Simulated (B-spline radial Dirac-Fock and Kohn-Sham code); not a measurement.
The Ca-like isoelectronic sequence (20 electrons), Z = 47 to 57

Calculated with a radial finite-basis atomic code, using multi-electron Dirac-Fock with separately optimised hole states, Breit and Lamb-shift corrections added in first order. Binding energies in eV, tabulated ground configurations ([Ar] 3d2 throughout). Correlation and solid-state effects are left out.

```
  ion      2s   2p1/2   3p3/2  outermost level  NIST ionisation energy
Ag²⁷⁺  5043.0  4763.5  1605.3      1452.1 (3d)                1460 ± 4
Cd²⁸⁺  5321.9  5034.5  1707.3      1549.1 (3d)                1558 ± 4
In²⁹⁺  5609.1  5313.6  1812.4      1649.2 (3d)                1659 ± 4
Sn³⁰⁺  5904.6  5601.1  1920.6      1752.3 (3d)                1763 ± 4
Sb³¹⁺  6208.7  5896.9  2032.0      1858.5 (3d)                1869 ± 4
Te³²⁺       ?       ?       ?                ?                       ?
 I³³⁺  6842.4  6513.9  2264.1      2080.2 (3d)                2093 ± 5
Xe³⁴⁺  7172.4  6835.3  2384.9      2195.6 (3d)                2209 ± 5
Cs³⁵⁺  7511.1  7165.5  2508.8      2314.1 (3d)                2329 ± 5
Ba³⁶⁺  7858.7  7504.4  2635.9      2435.6 (3d)                2452 ± 5
La³⁷⁺  8215.4  7852.3  2766.1      2560.3 (3d)                2577 ± 4
```

Question: Fill in the row of Te³²⁺.

Answer: 2s 6521.2, 2p1/2 6201.1, 3p3/2 2146.5, outermost 1967.8 (3d), NIST 1979 ± 4 eV.

NIST's values are for the lowest levels; a dash marks a value that is missing or belongs to another shell. Their kind here: theoretical. Where a p, d or f shell is open in either ion the computed value averages over both j values and all terms, while the table refers to the lowest levels; that difference holds spin-orbit splitting (largest in heavy or highly charged ions), term energies where several electrons share open shells, and correlation, and it can reach 10 % or more.
